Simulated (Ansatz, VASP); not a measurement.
# CaO in two plane-wave programs

Aim: how closely do two programs agree when they are given the same cell, functional and k mesh? The cell is taken from a series of VASP runs on this material, whose earlier steps may have relaxed, scaled or displaced it; both programs get it as it stands.

Main program and level: Ansatz 0.2.0; plane waves, with VASP 6.6.1 beside it; relaxation of cell and atoms at LDA.

## Step 1: The starting structure

Symmetry: Fm-3m, No. 225, cubic system. The conventional cell has a = 4.718 Å, b = 4.718 Å, c = 4.718 Å, α = 90.00°, β = 90.00°, γ = 90.00°. Ca has 6 O at 2.36 Å nearest. Nearest to O lie 6 Ca at 2.36 Å. Farther neighbours and most contacts between anions are not listed.

As a file:

```
Ca O
1.0
     0.00000    2.35904    2.35904
     2.35904    0.00000    2.35904
     2.35904    2.35904    0.00000
Ca O
1 1
Direct
  0.00000 0.00000 0.00000
  0.50000 0.50000 0.50000
```

## Step 2: VASP: relaxation of cell and atoms, LDA

The relaxed volume is the usual yardstick between codes: its relative difference is about their pressure difference at one cell divided by the bulk modulus.

Lines of VASP's logs that name or quote its potential files are left out, and so is its time.

Input file INCAR:

```
SYSTEM = CaO
PREC = Accurate
ENCUT = 560
EDIFF = 1E-07
NELM = 100
ISMEAR = 0
SIGMA = 0.03
LREAL = .FALSE.
ALGO = Normal
GGA = CA
NBANDS = 14
LORBIT = 11
LWAVE = .FALSE.
LCHARG = .FALSE.
KPAR = 4
IBRION = 2
NSW = 50
ISIF = 3
EDIFFG = -0.002
```

Input file POSCAR:

```
CaO
1.0
    0.0000000000      2.3590415364      2.3590415364
    2.3590415364      0.0000000000      2.3590415364
    2.3590415364      2.3590415364      0.0000000000
Ca O
1 1
Direct
    0.0000000000      0.0000000000      0.0000000000
    0.5000000000      0.5000000000      0.5000000000
```

Input file KPOINTS:

```
Automatic mesh
0
Gamma
8 8 8
0 0 0
```

PAW data sets: Ca_sv and O (LDA family, release 64).

Run with:

```console
$ mpirun -np 4 vasp_std
```

Numbers of over 12 decimals in the logs are rounded to 6 here.

Output:

```text
[banner, memory and clock lines left out]
running    4 mpi-ranks, on    1 nodes
 distrk:  each k-point on    1 cores,    4 groups
 distr:  one band on    1 cores,    1 groups

 POSCAR found type information on POSCAR CaO
 POSCAR found :  2 types and       2 ions
 LDA part: xc-table for (Slater(with rela. corr.)+CA(PZ))
 , standard interpolation
 POSCAR, INCAR and KPOINTS ok, starting setup
 FFT: planning ... GRIDC
 FFT: planning ... GRID_SOFT
 FFT: planning ... GRID
 WAVECAR not read
 entering main loop
       N       E                     dE             d eps       ncg     rms          rms(c)
DAV:   1     0.134026452622E+03    0.13403E+03   -0.89783E+03   812   0.126E+03
DAV:   2    -0.996418033479E+01   -0.14399E+03   -0.13400E+03  1062   0.317E+02
DAV:   3    -0.157366360411E+02   -0.57725E+01   -0.57307E+01   878   0.672E+01
DAV:   4    -0.159360766576E+02   -0.19944E+00   -0.19923E+00  1244   0.102E+01
DAV:   5    -0.159371511272E+02   -0.10745E-02   -0.10745E-02   896   0.934E-01    0.846E+00
DAV:   6    -0.143521193140E+02    0.15850E+01   -0.54408E+00   876   0.234E+01    0.363E+00
DAV:   7    -0.142558566322E+02    0.96263E-01   -0.51633E-01  1026   0.750E+00    0.176E+00
DAV:   8    -0.142225855444E+02    0.33271E-01   -0.75174E-02   952   0.286E+00    0.288E-01
DAV:   9    -0.142220182933E+02    0.56725E-03   -0.60816E-03  1030   0.565E-01    0.104E-01
DAV:  10    -0.142221696719E+02   -0.15138E-03   -0.34266E-04   954   0.223E-01    0.418E-02
DAV:  11    -0.142221431186E+02    0.26553E-04   -0.49778E-05  1114   0.828E-02    0.631E-03
DAV:  12    -0.142221427578E+02    0.36083E-06   -0.41084E-06   922   0.211E-02    0.311E-03
DAV:  13    -0.142221426624E+02    0.95450E-07   -0.22664E-07   958   0.413E-03
   1 F= -.14222143E+02 E0= -.14222143E+02  d E =-.142221E+02
 curvature:   0.00 expect dE= 0.000E+00 dE for cont linesearch  0.000E+00
 trial: gam= 0.00000 g(F)=  0.203E-59 g(S)=  0.118E-04 ort = 0.000E+00 (trialstep = 0.100E+01)
 search vector abs. value=  0.118E-04
 bond charge predicted
       N       E                     dE             d eps       ncg     rms          rms(c)
DAV:   1    -0.142222446893E+02   -0.10193E-03   -0.23951E-03   920   0.529E-01    0.684E-02
DAV:   2    -0.142221606376E+02    0.84052E-04   -0.26542E-04   980   0.149E-01    0.260E-02
DAV:   3    -0.142221454551E+02    0.15183E-04   -0.33062E-05  1400   0.726E-02    0.100E-02
DAV:   4    -0.142221438689E+02    0.15862E-05   -0.12039E-05  1256   0.281E-02    0.338E-03
DAV:   5    -0.142221438221E+02    0.46821E-07   -0.84228E-08   768   0.314E-03
   2 F= -.14222144E+02 E0= -.14222144E+02  d E =-.115972E-05
 trial-energy change:   -0.000001  1 .order   -0.000004   -0.000012    0.000004
 step:   0.4832(harm=  0.7575)  dis= 0.00000  next Energy=   -14.222145 (dE=-0.253E-05)
 bond charge predicted
       N       E                     dE             d eps       ncg     rms          rms(c)
DAV:   1    -0.142221742290E+02   -0.30360E-04   -0.66076E-04   980   0.273E-01    0.366E-02
DAV:   2    -0.142221507935E+02    0.23436E-04   -0.75830E-05   974   0.796E-02    0.143E-02
DAV:   3    -0.142221462744E+02    0.45192E-05   -0.92212E-06  1384   0.387E-02    0.556E-03
DAV:   4    -0.142221457078E+02    0.56658E-06   -0.34847E-06  1268   0.153E-02    0.168E-03
DAV:   5    -0.142221457195E+02   -0.11687E-07   -0.25901E-08   520   0.177E-03
   3 F= -.14222146E+02 E0= -.14222146E+02  d E =-.305710E-05
 curvature:   0.11 expect dE= 0.733E-08 dE for cont linesearch  0.733E-08
 trial: gam=-0.07073 g(F)=  0.324E-59 g(S)=  0.692E-07 ort = 0.904E-06 (trialstep = 0.897E+00)
 search vector abs. value=  0.506E-09
 reached required accuracy - stopping structural energy minimisation
```

From OUTCAR (step 2):

```text
ion  position               nearest neighbor table
   1  0.000  0.000  0.000-   2 2.36   2 2.36   2 2.36   2 2.36   2 2.36   2 2.36
   2  0.500  0.500  0.500-   1 2.36   1 2.36   1 2.36   1 2.36   1 2.36   1 2.36

  LATTYP: Found a face centered cubic cell.
 ALAT       =     4.7180830728

 Subroutine GETGRP returns: Found 48 space group operations
 (whereof 48 operations were pure point group operations)

The static configuration has the point symmetry O_h .

 Found     29 irreducible k-points:

   k-points           NKPTS =     29   k-points in BZ     NKDIM =     29   number of bands    NBANDS=     14

   dimension x,y,z NGX =    28 NGY =   28 NGZ =   28
   dimension x,y,z NGXF=    56 NGYF=   56 NGZF=   56

   ENCUT  =  560.0 eV  41.16 Ry    6.42 a.u.   6.44  6.44  6.44*2*pi/ulx,y,z

   NELECT =      16.0000    total number of electrons

 k-points in reciprocal lattice and weights: Automatic mesh
   0.00000000  0.00000000  0.00000000       0.002
   0.12500000  0.00000000  0.00000000       0.016
   0.25000000  0.00000000  0.00000000       0.016
   0.37500000  0.00000000  0.00000000       0.016
   0.50000000  0.00000000  0.00000000       0.008
   0.12500000  0.12500000  0.00000000       0.012
   0.25000000  0.12500000  0.00000000       0.047
   0.37500000  0.12500000  0.00000000       0.047
   0.50000000  0.12500000  0.00000000       0.047
[...]
-0.37500000  0.50000000  0.12500000       0.023
  -0.25000000  0.50000000  0.25000000       0.012

 average (electrostatic) potential at core
       1 -43.2343       2 -71.1011

 E-fermi :   2.5673

 k-point     1 :       0.0000    0.0000    0.0000
  band No.  band energies     occupation
    ...
      4     -15.5055      2.00000
      5     -12.9735      2.00000
      6       2.3433      2.00000
      7       2.3433      2.00000
      8       2.3433      2.00000
      9       7.3666      0.00000
     10       8.5763      0.00000
     11       8.5763      0.00000
     12       8.5763      0.00000
     13      10.2389      0.00000
    ...

 k-point     2 :       0.1250    0.0000    0.0000
  band No.  band energies     occupation
    ...
      4     -15.5153      2.00000
      5     -12.6721      2.00000
      6       1.7739      2.00000
      7       2.1037      2.00000
      8       2.1037      2.00000
      9       8.0594      0.00000
     10       8.5417      0.00000
     11       8.8666      0.00000
     12       8.8666      0.00000
     13      10.6507      0.00000
    ...

 k-point     3 :       0.2500    0.0000    0.0000
  band No.  band energies     occupation
    ...
      4     -15.5384      2.00000
      5     -12.1023      2.00000
      6       0.6983      2.00000
      7       1.5965      2.00000
      8       1.5965      2.00000
      9       8.6307      0.00000
     10       9.5431      0.00000
     11       9.6313      0.00000
     12       9.6313      0.00000
     13      11.6351      0.00000
    ...

  Total        0.0009782      0.0009782      0.0009782      0.0000000      0.0000000     -0.0000000
  in kB        0.0596619      0.0596619      0.0596619      0.0000000      0.0000000     -0.0000000
  external PRESSURE =       0.0596619 kB  Pullay stress =       0.0000000 kB

  energy-cutoff  :      560.00
  volume of cell :       26.27
      direct lattice vectors                 reciprocal lattice vectors
     0.000000000  2.359392673  2.359392673    -0.211918942  0.211918942  0.211918942
     2.359392673 -0.000000000  2.359392673     0.211918942 -0.211918942  0.211918942
     2.359392673  2.359392673  0.000000000     0.211918942  0.211918942 -0.211918942

 POSITION                                       TOTAL-FORCE (eV/Angst)
 -----------------------------------------------------------------------------------
      0.00000      0.00000      0.00000        -0.000000     -0.000000      0.000000
      2.35939      2.35939      2.35939         0.000000      0.000000     -0.000000
 -----------------------------------------------------------------------------------
    total drift:                                0.000000      0.000000      0.000000

  FREE ENERGIE OF THE ION-ELECTRON SYSTEM (eV)
  ---------------------------------------------------
  free  energy   TOTEN  =       -14.2221457195 eV

  energy  without entropy=      -14.2221457195  energy(sigma->0) =      -14.22214572

 reached required accuracy - stopping structural energy minimisation

 total charge
# of ion       s       p       d       tot
------------------------------------------
    1        2.046   5.884   0.338   8.268
    2        1.538   3.450   0.000   4.988
--------------------------------------------------
tot          3.583   9.333   0.338  13.255

[... 3 further parts left out ...]
```

## Step 3: Ansatz: relaxation of cell and atoms, LDA

Ansatz runs on its default PAW (the set named soft_2) files.

The same cell, functional (in two slightly different forms), mesh and smearing now go to Ansatz, which takes its cutoff from its data sets.

Input file input.yaml:

```yaml
crystal:
  lattice:
    - [0.0, 2.3590415364, 2.3590415364]
    - [2.3590415364, 0.0, 2.3590415364]
    - [2.3590415364, 2.3590415364, 0.0]
  atoms:
    - { symbol: Ca, position: [0.0, 0.0, 0.0] }
    - { symbol: O, position: [0.5, 0.5, 0.5] }
hamiltonian:
  xc: lda
  pseudopotentials: { kind: paw }
kpoints:
  mp_grid: { grid: [8, 8, 8] }
scf:
  occupations: { method: gaussian, width: 0.03 }
relax:
  f_tol: 0.01
  max_steps: 60
  cell: { stress_tol: 0.05 }
output:
  forces: true
  stress: true
```

Run with:

```console
$ ansatz run input.yaml --threads 4 --pin off --max-ram 9216MiB --backend cpu --events-out ev --progress --plain --runs-dir out
```

Output:

```text
Engine: ansatz 0.2.0, aarch64-unknown-linux-gnu
Pseudopotentials: kind: paw
Pseudopotential: Ca, paw, valence charge 10, recommended cutoff 420 eV (normal), Ca.paw.azcp
Pseudopotential: O, paw, valence charge 6, recommended cutoff 420 eV (normal), O.paw.azcp
Functional definition: SPW92
  exchange = slater_x
  correlation = pw_c
Crystal: 2 atoms, lattice volume = 26.256 Å³
Basis set: ecut = 420 eV, 531 PW (Γ)
Bands: 12, of which v1, the nominal top of the filled ones, is band 8 counted from 1 (7 counted from 0)
Symmetry: 48 space group operations
Space group: Fm-3m (ITA 225), of the structure as read, at distance tolerance 3.0e-5 Å
k-points: 29 of 512
Non-local potential: Ca, projectors of the file, l = 0: 3, l = 1: 2, l = 2: 2
Non-local potential: O, projectors of the file, l = 0: 2, l = 1: 2, l = 2: 1
PAW form: soft (Blöchl's): semilocal exchange-correlation on the pseudo side does not see the compensation charge
PAW frozen core: Ca, regenerated for the run's functional, and the local potential with it (the file was generated under x = pbe(κ = 0.804, μ = 0.219515), c = pbe(β = 0.066725))
PAW frozen core: O, regenerated for the run's functional, and the local potential with it (the file was generated under x = pbe(κ = 0.804, μ = 0.219515), c = pbe(β = 0.066725))
PAW one-centre angular grid: Ca, 110 points (default); XC on 64 Gauss nodes
PAW one-centre angular grid: O, 110 points (default); XC on 64 Gauss nodes
Initial density: superposition of atomic densities (neutral atoms: chi_scale 0, normalization atom), corrected by the library's trained network
Initial wavefunctions: pseudopotential atomic-orbital guess
Functional: x = slater, c = lda
SCF iter   1: F=—  HF=-2331.658234 eV  |F-HF|=—  |Δ(HF+E_count)|=         —  Δρ=1.68e-2  dr2=7.20e-2  ethr=1.77e-3  ⟨swp⟩=7.3  Hψ=2428  notcnv=0
preconditioner: auto → none  [insulator: Δε(μ)=3.193 eV  Ē_g=18.008 eV  σ=0.030 eV  W_gap=1.00  n_scr=8 (ndim 8)  ℏωp=27.1 eV  f_vac=0.000  D(μ)=0.00/eV (n_scr^D=0)  ε∞_Penn≈3.3]
SCF iter   2: F=—  HF=-2331.650579 eV  |F-HF|=—  |Δ(HF+E_count)|=   7.65e-3  Δρ=1.49e-2  dr2=4.51e-2  ethr=4.50e-4  ⟨swp⟩=2.0  Hψ=789  notcnv=0
SCF iter   3: F=—  HF=-2331.639414 eV  |F-HF|=—  |Δ(HF+E_count)|=   1.12e-2  Δρ=2.54e-3  dr2=1.03e-3  ethr=2.82e-4  ⟨swp⟩=2.0  Hψ=551  notcnv=0
SCF iter   4: F=—  HF=-2331.639109 eV  |F-HF|=—  |Δ(HF+E_count)|=   3.04e-4  Δρ=5.10e-4  dr2=1.86e-5  ethr=6.43e-6  ⟨swp⟩=3.0  Hψ=672  notcnv=0
SCF iter   5: F=—  HF=-2331.639105 eV  |F-HF|=—  |Δ(HF+E_count)|=   4.61e-6  Δρ=1.26e-4  dr2=3.48e-6  ethr=1.16e-7  ⟨swp⟩=2.9  Hψ=579  notcnv=0
SCF iter   6: F=-2331.639104 eV  HF=-2331.639104 eV  |F-HF|=2.82e-8  |Δ(HF+E_count)|=   9.19e-7  Δρ=1.46e-5  dr2=4.21e-8  ethr=6.25e-10  ⟨swp⟩=3.0  Hψ=1330  notcnv=0
SCF 1 converged in 6 iterations: F = -2331.639104 eV  dr2 = 4.21e-8
  greatest PAW one-centre occupation: 0.996 electrons in one spin orbital (limit 2), on the Ca atom at site 0 (counted from 0), in its partial waves of l = 0
relax step   1: F+E_penalty+E_count = -2331.63910373 eV  Δ(F+E_penalty+E_count) = +0.000e0 eV  max|allowed force component| = 5.601e-29 eV/Å  Δτ_max = 0.0000 Å  P = -0.830 GPa  Ω = 26.256 Å³  (6 SCF iters, dr2 threshold 1.00e-7 eV, accepted)
[...]
relax step   2: F+E_penalty+E_count = -2331.64027023 eV  Δ(F+E_penalty+E_count) = -1.166e-3 eV  max|allowed force component| = 1.026e-29 eV/Å  Δτ_max = 0.0000 Å  P = +0.131 GPa  Ω = 26.068 Å³  energy of the carried Pulay correction = +7.517e-4 eV  (4 SCF iters, dr2 threshold 2.00e-7 eV, accepted)
[...]
relax step   3: F+E_penalty+E_count = -2331.64017814 eV  Δ(F+E_penalty+E_count) = +9.209e-5 eV  max|allowed force component| = 2.183e-29 eV/Å  Δτ_max = 0.0000 Å  P = -0.001 GPa  Ω = 26.094 Å³  energy of the carried Pulay correction = +6.494e-4 eV  (4 SCF iters, dr2 threshold 4.31e-8 eV, accepted)
[...]
relax step   4: F+E_penalty+E_count = -2331.63973981 eV  Δ(F+E_penalty+E_count) = +4.383e-4 eV  max|allowed force component| = 3.471e-29 eV/Å  Δτ_max = 0.0000 Å  P = -0.041 GPa  Ω = 26.094 Å³  stress off target by 4.07e-2 GPa  SCF on the basis re-selected at this cell (its energy is not comparable with the rows above)  (6 SCF iters)
basis re-selected at this cell: Δ(F+E_penalty+E_count) = +4.383e-4 eV, ΔP = -0.039 GPa vs the last step (what re-selecting the basis moved, of the pressure what is left beyond the Pulay correction that the steps carried, after the strain that the cell walked since its last selection, with what the two solves' SCF thresholds leave and, on support functions, any second-order correction that the steps lacked; it is no m [...]
SCF converged after 6 iterations
Free energy (F): -2331.639740 eV
Harris-Foulkes:  -2331.639740 eV  (|F-HF|=2.27e-12)
Internal energy: -2331.639740 eV  (E = F + TS)
E sigma→0 (E₀):  -2331.639740 eV
Fermi energy:    9.717053 eV
--- Per-component energies (eV) ---
  E_band       = -91.676128
  E_kinetic    = 455.914297
  E_local      = -860.283205  (includes V_loc(G=0)·N_el)
  E_nonlocal   = 117.005551
  E_hartree    = 282.512771
  E_xc         = -210.277419
  E_vxc        = -266.602782  (∫ρ·V_xc dr)
  E_paw        = -963.424704  (= ΣΔE_a)
  E_vpaw       = -102.738010  (= ΣTr[D̂ρ^β])
  E_aug_tail   = 0.002488  (compensation charges beyond the density's cutoff)
  E_ewald      = -1153.469604
  E_core_change = 0.380087  (= ΣΔE_core)
  E_smearing   = -0.000000  (= −TS)
  E_closure    = -0.000000  (closes the sum)
  Σ components = -2331.639740   (vs F -2331.639740, Δ=0.00e0)
--- Forces (eV/Å), atoms counted from 1 ---
  atom   1  Ca    -0.00000000     0.00000000     0.00000000
  atom   2  O      0.00000000    -0.00000000     0.00000000
  max |Σ_I F_I| component: 5.68e-29 eV/Å
--- Stress (GPa, compression-positive) ---
       -0.040749      -0.000000      -0.000000
       -0.000000      -0.040749      -0.000000
       -0.000000      -0.000000      -0.040749
  P = ⅓ Tr σ = -0.0407 GPa (-0.407 kbar)
--- Relaxed structure (3 steps of the walk, 3 accepted, 1 SCFs on fresh bases) ---
  F+E_penalty+E_count = -2331.63973981 eV   max|allowed force component| = 3.471e-29 eV/Å   (the final SCF, on the basis selected at the relaxed cell)
  cell:  # Å, volume = 26.0937 Å³
    - [0, 2.354155, 2.354155]
    - [2.354155, 0, 2.354155]
    - [2.354155, 2.354155, 0]
  atoms:
    - { symbol: Ca, position: [0, 0, 0] }
    - { symbol: O, position: [0.500000, 0.500000, 0.500000] }
```

It took 1 s on 4 threads of Arm Neoverse V1, shared host; peak memory 0.29 GiB.

## Step 4: Comparison

Known differences besides the potentials themselves: the two LDA forms differ slightly; both relaxations stop at a tolerance, which leaves soft axes loose, and VASP keeps its plane-wave basis; the cutoff is 420 eV in Ansatz and 560 eV in VASP; VASP's log shows a relativistic correction to its local exchange, Ansatz's none; Ansatz adds a Pulay correction to the stress that steers its cell, VASP none. Total energies have different zeros and are not compared.

Compared:

```csv
quantity,Ansatz,VASP,difference
volume (Å³),26.09,26.27,-0.66 %
"edge a after relaxation, in the typed setting (Å)",3.329,3.337,-0.22 %
```

The walks stopped with -0.04 GPa left in Ansatz and 0.01 GPa in VASP; each walk ends within a tolerance, so the volume difference is uncertain by about these residues over the bulk modulus, most in soft cells.

## Step 5: What came out

| Item | Value |
| --- | --- |
| difference in volume (relaxation of cell and atoms, LDA) | -0.66 % |

The difference in volume is -0.66 % (relaxation of cell and atoms, LDA), within the 1.2 % picked in this series as the mark of a large difference, as far as the stopping tolerances let one tell. How closely two codes agree says nothing of how well the functional describes the real material.

[Lines on the potential files, build, host, timing and source positions are cut from VASP's logs without a mark.]

[Logs are printed without paths, hosts, clocks, repeated set-up lines and the standing remarks that a program may print on its own settings, such as how far it seeks lower states.]

[Hosts, paths, dates, database ids (printed as entryN), source tags and the programs' standing remarks are cut or masked in the printed files.]
